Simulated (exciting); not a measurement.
A run of exciting (release sodium) is set up as follows.

Contents of input.xml:

```xml
<input>
  <title>Ti</title>
  <structure speciespath="./" tshift="false">
    <crystal scale="1">
      <basevect>-3.146660448885 3.139606101262 3.021885612329</basevect>
      <basevect>3.175474992834 -3.222117213042 3.133211268057</basevect>
      <basevect>3.032135486829 3.107592250985 -3.104396724108</basevect>
    </crystal>
    <species speciesfile="Ti.xml" rmt="2">
      <atom coord="-0.007204000000 0.007116000000 0.006824000000"/>
    </species>
  </structure>
  <groundstate do="fromscratch" ngridk="11 11 11" rgkmax="9" gmaxvr="14" lmaxapw="10" lmaxmat="10" lmaxvr="8" xctype="GGA_PBE" stype="Fermi Dirac" swidth="0.00183747" nempty="12" ValenceRelativity="iora*" epsengy="1e-05" epspot="1e-05" maxscl="60" tforce="true" outputlevel="normal"/>
  <properties>
    <chargedensityplot>
      <plot3d>
        <box grid="15 15 15">
          <origin coord="0 0 0"/>
          <point coord="1 0 0"/>
          <point coord="0 1 0"/>
          <point coord="0 0 1"/>
        </box>
      </plot3d>
    </chargedensityplot>
    <elfplot>
      <plot3d>
        <box grid="15 15 15">
          <origin coord="0 0 0"/>
          <point coord="1 0 0"/>
          <point coord="0 1 0"/>
          <point coord="0 0 1"/>
        </box>
      </plot3d>
    </elfplot>
    <exccplot>
      <plot3d>
        <box grid="15 15 15">
          <origin coord="0 0 0"/>
          <point coord="1 0 0"/>
          <point coord="0 1 0"/>
          <point coord="0 0 1"/>
        </box>
      </plot3d>
    </exccplot>
  </properties>
</input>
```

Potentials or basis: all-electron LAPW+lo, shipped species files, valence relativity iora*.

Run with:

```bash
$ OMP_NUM_THREADS=1 exciting_smp
```

(1) Predict the band gap on the k mesh.

Answers

(1) none (metal or under the smearing width).
